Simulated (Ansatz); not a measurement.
# From LDA to G0W0: In3GaP4 (quasi-random alloy, started on the GaP lattice) (P1)

How far does one-shot GW move the LDA gap of In3GaP4 (quasi-random alloy, started on the GaP lattice) (P1)?

Calculated with Ansatz 0.2.0; LDA, then G0W0 on it, plane waves, PAW.

## (1) Starting point

The cell holds 32 atoms: 4 Ga, 12 In and 16 P. Cell: a = 9.898 Å, b = 9.901 Å, c = 9.893 Å, α = 109.5°, β = 109.5°, γ = 109.5°. It derives from GaP.

The structure was relaxed with LDA. The runs that relaxed it are not among those shown. The default PAW set here is soft_2. Its files were made with PBE.

## (2) Bands along the symmetry lines

Levels along a band path and on the mesh show where this functional puts the band edges.

This step: DFT, LDA, plane waves, PAW.

Input file input.yaml:

```yaml
crystal:
  lattice:
    - [-5.7157253596, 5.714119744, -5.7140078984]
    - [5.7178479516, 5.7163494784, 5.7141150407]
    - [5.7116550362, -5.7142268864, -5.7100447173]
  atoms:
    - { symbol: Ga, position: [0.0062605256, -0.0003827223, 0.0016119557] }
    - { symbol: In, position: [0.2475405168, 0.4953287688, 0.2481162535] }
    - { symbol: In, position: [0.4929097767, 0.0002785294, 0.4976180423] }
    - { symbol: In, position: [0.7524999517, 0.5043380545, 0.7522465831] }
    - { symbol: In, position: [0.747904229, 0.2502833834, 0.0026884215] }
    - { symbol: Ga, position: [0.0033113129, 0.7549409378, 0.2519456278] }
    - { symbol: In, position: [0.2479357613, 0.241514029, 0.493241913] }
    - { symbol: In, position: [0.5025710527, 0.7549647822, 0.7528052348] }
    - { symbol: In, position: [0.5029770067, 0.495682782, 0.0026947319] }
    - { symbol: In, position: [0.752318647, 4.07616e-05, 0.2476798655] }
    - { symbol: In, position: [-0.0029368916, 0.5046604498, 0.4975124692] }
    - { symbol: Ga, position: [0.2482105254, 0.0010991294, 0.7513787828] }
    - { symbol: In, position: [0.2475790953, 0.7584510292, 0.0017646202] }
    - { symbol: Ga, position: [0.4933099335, 0.2462363188, 0.2433477134] }
    - { symbol: In, position: [0.7567233559, 0.7499244696, 0.5020830441] }
    - { symbol: In, position: [0.0018808696, 0.2446160743, 0.7523275803] }
    - { symbol: P, position: [-0.00391667, 0.2332733846, 0.0012711274] }
    - { symbol: P, position: [0.2359467667, 0.7466537607, 0.2475467035] }
    - { symbol: P, position: [0.5020533929, 0.2529518826, 0.4868609721] }
    - { symbol: P, position: [0.76550547, 0.7659843909, 0.7639381637] }
    - { symbol: P, position: [0.7664203475, 0.5138906057, 0.0149581098] }
    - { symbol: P, position: [-0.0003356906, -0.0134141436, 0.2344040139] }
    - { symbol: P, position: [0.2491434801, 0.4976657437, 0.5016941961] }
    - { symbol: P, position: [0.4861097048, 0.0030803127, 0.7509972971] }
    - { symbol: P, position: [0.4962308885, 0.7465210875, 0.0008767851] }
    - { symbol: P, position: [0.7350821813, 0.2495840295, 0.2508008487] }
    - { symbol: P, position: [0.0155426831, 0.7667101155, 0.5005053025] }
    - { symbol: P, position: [0.2524553574, 0.2373518121, 0.7479773156] }
    - { symbol: P, position: [0.2489612181, 0.0128211133, -0.0027440568] }
    - { symbol: P, position: [0.5019824434, 0.4893875507, 0.2538494849] }
    - { symbol: P, position: [0.7456223037, -0.0032061036, 0.4975818753] }
    - { symbol: P, position: [0.0022004545, 0.4987676802, 0.7504190218] }
kpoints:
  mp_grid: { grid: [4, 4, 4] }
  band_path:
    path:
      - [[0.0, 0.0, 0.0], [0.5, 0.0, 0.0]]
      - [[0.0, 0.5, 0.0], [0.0, 0.0, 0.0], [0.0, 0.0, 0.5]]
      - [[0.5, 0.5, 0.5], [0.0, 0.0, 0.0]]
    npoints: 10
hamiltonian:
  xc: lda
scf:
  occupations: { method: fermi_dirac, width: 0.02 }
  n_extra_bands: 14
output:
  eigenvalues: true
  write_density: true
  write_potential: true
  elf: true
  volumetric_format: npy
```

Started as:

```sh
$ ansatz run input.yaml --threads 2 --pin off --max-ram 92160MiB --backend cuda --events-out ev --progress --plain --runs-dir out --devices 1 --max-vram 13GiB  # rebuilt from the run's record
```

Numbers of over 12 decimals in the logs are rounded to 6 here.

The program printed:

```text
scf.n_extra_bands = 14 over 144 filled bands (N_el = 288.0): the run solves 158 bands
GPUs: using 1 of 1 available (devices: 1).
Engine: ansatz 0.2.0, x86_64-unknown-linux-gnu
Pseudopotentials: kind: paw
Pseudopotential: Ga, paw, valence charge 13, recommended cutoff 420 eV (normal), Ga.paw.azcp
Pseudopotential: In, paw, valence charge 13, recommended cutoff 420 eV (normal), In.paw.azcp
Pseudopotential: P, paw, valence charge 5, recommended cutoff 420 eV (normal), P.paw.azcp
Functional definition: SPW92
  exchange = slater_x
  correlation = pw_c
device memory: the entry about to start is reckoned to put 8.2 GiB on a device that reports 38.3 GiB free (of which the cap on the GPU budget leaves the run 13.0 GiB)
GPU FFT provider: cuFFT
GPU libraries: cuBLAS 13.8.2, cuFFT 12.4.0, cuSOLVER 12.3.4
Crystal: 32 atoms, lattice volume = 746.245 Å³
Basis set: ecut = 420 eV, 14627 PW (Γ)
Bands: 158, of which v1, the nominal top of the filled ones, is band 144 counted from 1 (143 counted from 0)
Symmetry: 1 space group operations
Space group: P1 (ITA 1), of the structure as read, at distance tolerance 9.1e-5 Å
k-points: 36 of 64 (time reversal used)
Non-local potential: Ga, projectors of the file, l = 0: 2, l = 1: 2, l = 2: 3, l = 3: 1
Non-local potential: In, projectors of the file, l = 0: 2, l = 1: 2, l = 2: 2, l = 3: 2
Non-local potential: P, projectors of the file, l = 0: 2, l = 1: 2, l = 2: 2
PAW form: soft (Blöchl's): semilocal exchange-correlation on the pseudo side does not see the compensation charge
PAW frozen core: Ga, regenerated for the run's functional, and the local potential with it (the file was generated under x = pbe(κ = 0.804, μ = 0.219515), c = pbe(β = 0.066725))
PAW frozen core: In, regenerated for the run's functional, and the local potential with it (the file was generated under x = pbe(κ = 0.804, μ = 0.219515), c = pbe(β = 0.066725))
PAW frozen core: P, regenerated for the run's functional, and the local potential with it (the file was generated under x = pbe(κ = 0.804, μ = 0.219515), c = pbe(β = 0.066725))
PAW one-centre angular grid: Ga, 590 points (default); XC on 64 Gauss nodes
PAW one-centre angular grid: In, 590 points (default); XC on 64 Gauss nodes
PAW one-centre angular grid: P, 110 points (default); XC on 64 Gauss nodes
Initial density: superposition of atomic densities (neutral atoms: chi_scale 0, normalization atom), corrected by the library's trained network
Initial wavefunctions: pseudopotential atomic-orbital guess
GPU buffer pool allocated for 373248 grid points (all kernels)
GPU transforms: local potential and band sums: pruned to the plane-wave sphere, on 72×72×72
Functional: x = slater, c = lda
SCF iter   1: F=—  HF=-91937.462393 eV  |F-HF|=—  |Δ(HF+E_count)|=         —  Δρ=8.01e-3  dr2=4.63e-1  ethr=1.77e-3  ⟨swp⟩=8.9  Hψ=27898  notcnv=0  defer=2
preconditioner: auto → Resta (q_TF=auto, 2.328 Å⁻¹)  ε∞=4.4  [insulator: Δε(μ)=0.722 eV  Ē_g=12.516 eV  σ=0.020 eV  W_gap=1.00  n_scr=140 (ndim 8)  ℏωp=23.1 eV  f_vac=0.013  D(μ)=0.00/eV (n_scr^D=0)  ε∞_Penn≈4.4]
SCF iter   2: F=—  HF=-91937.321793 eV  |F-HF|=—  |Δ(HF+E_count)|=   1.41e-1  Δρ=3.63e-3  dr2=9.72e-2  ethr=1.61e-4  ⟨swp⟩=2.1  Hψ=8725  notcnv=0  defer=281
SCF iter   3: F=—  HF=-91937.294146 eV  |F-HF|=—  |Δ(HF+E_count)|=   2.76e-2  Δρ=6.81e-4  dr2=3.29e-3  ethr=3.37e-5  ⟨swp⟩=3.8  Hψ=12445  notcnv=0  defer=281
SCF iter   4: F=—  HF=-91937.294966 eV  |F-HF|=—  |Δ(HF+E_count)|=   8.20e-4  Δρ=3.79e-4  dr2=9.55e-4  ethr=1.14e-6  ⟨swp⟩=2.0  Hψ=10678  notcnv=0  defer=281
SCF iter   5: F=—  HF=-91937.293042 eV  |F-HF|=—  |Δ(HF+E_count)|=   1.92e-3  Δρ=1.00e-4  dr2=1.01e-4  ethr=3.32e-7  ⟨swp⟩=2.0  Hψ=10570  notcnv=0  defer=281
SCF iter   6: F=—  HF=-91937.292331 eV  |F-HF|=—  |Δ(HF+E_count)|=   7.11e-4  Δρ=3.05e-5  dr2=9.26e-6  ethr=3.52e-8  ⟨swp⟩=2.0  Hψ=6664  notcnv=0  defer=281
SCF iter   7: F=—  HF=-91937.293392 eV  |F-HF|=—  |Δ(HF+E_count)|=   1.06e-3  Δρ=8.47e-6  dr2=5.11e-7  ethr=3.22e-9  ⟨swp⟩=3.0  Hψ=12431  notcnv=0  defer=281
SCF iter   8: F=-91937.293392 eV  HF=-91937.293392 eV  |F-HF|=2.20e-8  |Δ(HF+E_count)|=   8.04e-8  Δρ=1.81e-6  dr2=5.07e-8  ethr=3.47e-11  ⟨swp⟩=10.6  Hψ=22364  notcnv=0
SCF 1 converged in 8 iterations: F = -91937.293392 eV  dr2 = 5.07e-8
  greatest PAW one-centre occupation: 0.994 electrons in one spin orbital (limit 2), on the Ga atom at site 5 (counted from 0), in its partial waves of l = 2
device memory: the entry about to start is reckoned to put 5.7 GiB on a device that reports 34.6 GiB free (of which the cap on the GPU budget leaves the run 13.0 GiB)
NSCF: frozen V_eff on 43 k-points
SCF converged after 8 iterations
Free energy (F): -91937.293392 eV
Harris-Foulkes:  -91937.293392 eV  (|F-HF|=2.20e-8)
Internal energy: -91937.293392 eV  (E = F + TS)
E sigma→0 (E₀):  -91937.293392 eV
Fermi energy:    7.513946 eV
--- Per-component energies (eV) ---
  E_band       = -863.275689
  E_kinetic    = 4530.283998
  E_local      = -25545.052862  (includes V_loc(G=0)·N_el)
  E_nonlocal   = 6718.129071
  E_hartree    = 10651.854526
  E_xc         = -3817.664012
  E_vxc        = -2423.746712  (∫ρ·V_xc dr)
  E_paw        = -64488.850583  (= ΣΔE_a)
  E_vpaw       = -5446.594263  (= ΣTr[D̂ρ^β])
  E_aug_tail   = -0.000102  (compensation charges beyond the density's cutoff)
  E_ewald      = -19998.199408
  E_core_change = 12.205980  (= ΣΔE_core)
  E_smearing   = -0.000000  (= −TS)
  E_closure    = 0.000000  (closes the sum)
  Σ components = -91937.293392   (vs F -91937.293392, Δ=0.00e0)
--- Band table (eV; the first three rows and the last of 36) ---
  k-point 0: bands = [... 140 lower, 6.1877, 7.0824, 7.0986, 7.1167, 7.8977, 8.5735, 8.5994, 8.6220, ... 10 higher]
  k-point 1: bands = [... 140 lower, 6.2240, 6.4790, 6.7591, 7.0415, 8.7333, 8.8754, 8.8976, 8.9510, ... 10 higher]
  k-point 2: bands = [... 140 lower, 5.9737, 5.9914, 6.7809, 6.8906, 9.0609, 9.1884, 9.2880, 9.4439, ... 10 higher]
  k-point 35: bands = [... 140 lower, 6.1262, 6.1384, 6.1550, 6.1933, 8.3232, 8.4377, 8.4662, 8.6088, ... 10 higher]
```

It took 20 s on 1 × NVIDIA H100 80GB HBM3 (shared by 6 runs) with 2 threads of AMD EPYC 7R13 (Zen 3), shared host; peak memory 2.4 GiB.

In the SCF lines HF is the Harris–Foulkes energy and dr2 the Hartree energy of the density residual, in eV; the loop may stop once dr2 is under the threshold and the program's other checks hold. Hψ counts applications of the Hamiltonian.

This step gave:

```
filled bands         : 144
gap                  : 0.7810 eV
valence top at       : Γ
conduction bottom at : Γ
least direct gap     : 0.7810 eV
```

Over mesh and path the gap is 0.781 eV, in a supercell, where edges may be folded.

The electronic bands at the labelled points (eV, zero at the top of the highest nominally filled band):

```csv
point,band 141,band 142,band 143,band 144,band 145,band 146,band 147,band 148
Γ,-0.93,-0.03,-0.02,0.00,0.78,1.46,1.48,1.51
halfway,-0.94,-0.63,-0.34,-0.08,1.62,1.74,1.79,1.81
X,-1.14,-1.10,-0.34,-0.22,1.96,2.17,2.23,2.33
jump to Y,-1.13,-1.13,-0.36,-0.20,1.94,2.24,2.27,2.34
halfway,-0.99,-0.63,-0.34,-0.07,1.63,1.75,1.76,1.81
Γ,-0.93,-0.03,-0.02,0.00,0.78,1.46,1.48,1.51
halfway,-0.89,-0.64,-0.36,-0.08,1.62,1.76,1.78,1.83
Z,-1.14,-1.13,-0.34,-0.23,1.94,2.07,2.17,2.33
jump to R,-0.99,-0.98,-0.96,-0.92,1.21,1.32,1.35,1.49
halfway,-0.60,-0.56,-0.51,-0.48,1.55,1.66,1.72,1.80
Γ,-0.93,-0.03,-0.02,0.00,0.78,1.46,1.48,1.51
```

ELF in the ac plane at fractional y = 0.000, with atoms of Ga and In and P within 0.2 Å of it. It is the smooth field of the valence electrons, not physical close to the nuclei.

Values, 13 rows by 16 columns, each cell a mean:
```
0.15 0.44 0.82 0.42 0.52 0.64 0.19 0.04 0.09 0.11 0.07 0.03 0.03 0.12 0.25 0.15
0.20 0.34 0.65 0.75 0.61 0.37 0.29 0.47 0.61 0.59 0.28 0.05 0.03 0.11 0.22 0.22
0.03 0.11 0.30 0.22 0.12 0.28 0.74 0.51 0.41 0.72 0.34 0.04 0.02 0.04 0.06 0.05
0.02 0.13 0.24 0.11 0.14 0.45 0.83 0.27 0.45 0.62 0.18 0.03 0.04 0.06 0.05 0.03
0.03 0.14 0.25 0.24 0.22 0.42 0.72 0.77 0.60 0.34 0.18 0.30 0.45 0.48 0.27 0.06
0.03 0.06 0.10 0.09 0.06 0.15 0.32 0.23 0.16 0.23 0.52 0.68 0.53 0.74 0.45 0.07
0.02 0.03 0.03 0.02 0.03 0.15 0.25 0.04 0.04 0.27 0.78 0.32 0.18 0.66 0.33 0.03
0.21 0.27 0.18 0.05 0.04 0.17 0.23 0.21 0.24 0.38 0.75 0.78 0.76 0.52 0.18 0.11
0.64 0.73 0.49 0.09 0.03 0.10 0.16 0.16 0.12 0.17 0.38 0.35 0.23 0.23 0.34 0.60
0.11 0.65 0.46 0.06 0.02 0.03 0.04 0.03 0.02 0.11 0.24 0.11 0.02 0.20 0.65 0.56
0.65 0.70 0.25 0.06 0.12 0.16 0.10 0.03 0.03 0.15 0.23 0.18 0.19 0.33 0.77 0.63
0.49 0.34 0.33 0.49 0.62 0.65 0.35 0.06 0.03 0.11 0.18 0.20 0.18 0.23 0.50 0.62
0.10 0.25 0.73 0.52 0.30 0.71 0.38 0.04 0.02 0.03 0.05 0.04 0.03 0.07 0.23 0.17
```
Columns run along a (9.9 Å), rows up along c (9.9 Å). Atoms in or near the plane, at fractional coordinates: Ga at (0.01, 0.00), In at (0.49, 0.50), In at (0.75, 0.25), Ga at (0.25, 0.75), P at (0.00, 0.23), P at (0.49, 0.75), P at (0.25, 0.00), P at (0.75, 0.50).

Valence density in the ac plane at fractional y = 0.000, with atoms of Ga and In and P within 0.2 Å of it. It is the smooth field of the valence electrons, not physical close to the nuclei.

Ten steps, logarithmic in the rise over the least value, from '_' (0 e/Å³) to '@' (39 e/Å³), each cell a mean:
```
%%++::..::::........______________________________..--##
::........::::::....______________________________..::--
________..........____________________________________..
__________....::....____..........______________________
__________..==**==::..........::..______________________
________..==%%@@**::..::::____....______________________
________..==%%%%==....::..........______________________
________..::--::........::::::..________________________
__________....________..........________________________
________________________....::::..______..........______
______________________..::==++==::..........::....______
______________________::==**##++--....::..__......______
______________________::++****==::..::::....::..________
______________________::--==--::......::::::....________
______________________........______............________
........______________________________....::::....____..
..::::..______________________________::==++++--........
__......____________________________..==**##**--....::..
........____________________________::==****++::....::..
::::..______________________________..--====::......::::
......________________________________......______......
::::..______........________________________________....
**++::..........::....______________________________..--
@@##--..::::..__......____________________________..--##
```
Columns run along a (9.9 Å), rows up along c (9.9 Å). Atoms in or near the plane, at fractional coordinates: Ga at (0.01, 0.00), In at (0.49, 0.50), In at (0.75, 0.25), Ga at (0.25, 0.75), P at (0.00, 0.23), P at (0.49, 0.75), P at (0.25, 0.00), P at (0.75, 0.50).

(Part 1 of 2 ends here.)

[Paths, hosts, dates, memory and timing lines, banners, echoed tables and standing remarks are left out of the program output.]

[Logs are printed without paths, hosts, clocks, repeated set-up lines and the standing remarks that a program may print on its own settings, such as how far it seeks lower states.]

[Runs of the session that timed out or met a known fault of the program may be left out.]

[Cells called generated may have been cut or substituted from an entry of the Crystallography Open Database or the Materials Project.]

[Hosts, paths, dates, database ids (printed as entryN), source tags and the programs' standing remarks are cut or masked in the printed files.]

[Where an RPA ε∞ is given, it is that of the G0W0 mesh and is not shown converged in it. Names of k-points follow the symmetry that the program found, which can be lower than the space group named. Band edges on a path are those of the sampled points; other points can move an edge, and change direct to indirect where valleys lie close.]

[Hybrid gaps are those of their k-mesh and are not shown converged in it.]
